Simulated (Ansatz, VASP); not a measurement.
**Bi: VASP and Ansatz over several settings**

```
CELL_PARAMETERS angstrom
-2.00750 2.00750 2.00750
2.00750 -2.00750 2.00750
2.00750 2.00750 -2.00750
ATOMIC_POSITIONS crystal
Bi 0.00000 0.00000 0.00000
```

This isn't the form of Bi at room conditions, which is rhombohedral.

Single points on this cell with VASP 6.6.1 and Ansatz 0.2.0. Each row is one pair of runs. Alike in all rows: spin: off; k mesh: 9 × 9 × 9; smearing: fermi-dirac, width 0.05 eV.

| level | VASP's potentials, cutoff | Ansatz's potentials, cutoff | gap on the k mesh at the Fermi level (eV), VASP | gap on the k mesh at the Fermi level (eV), Ansatz | pressure (GPa), VASP | pressure (GPa), Ansatz |
| --- | --- | --- | --- | --- | --- | --- |
| r2SCAN | VASP PAW PBE potentials, release 64 (Bi_d), 520 eV | Ansatz PAW, 500 eV | none | none | -2.0 | -2.0 |
| LDA | VASP PAW LDA potentials, release 64 (Bi_d), 520 eV | Ansatz PAW, 420 eV | none | none | -5.0 | -5.0 |
| BLYP | VASP PAW PBE potentials, release 64 (Bi_d), 520 eV | Ansatz PAW, 420 eV | none | none | 2.8 | 2.7 |

Pressure (GPa): the two programs differ by at most 0.1.

A gap of «none» marks a metal or a gap that the smearing closes.

Caveats: spin-orbit coupling is left out, which moves the levels of the heavy elements; the PAW data sets were made with another functional, which shifts forces and pressure a little (VASP); the PAW data sets come from PBE, with cores solved anew for the run's functional, which leaves a small shift of forces and pressure (Ansatz).
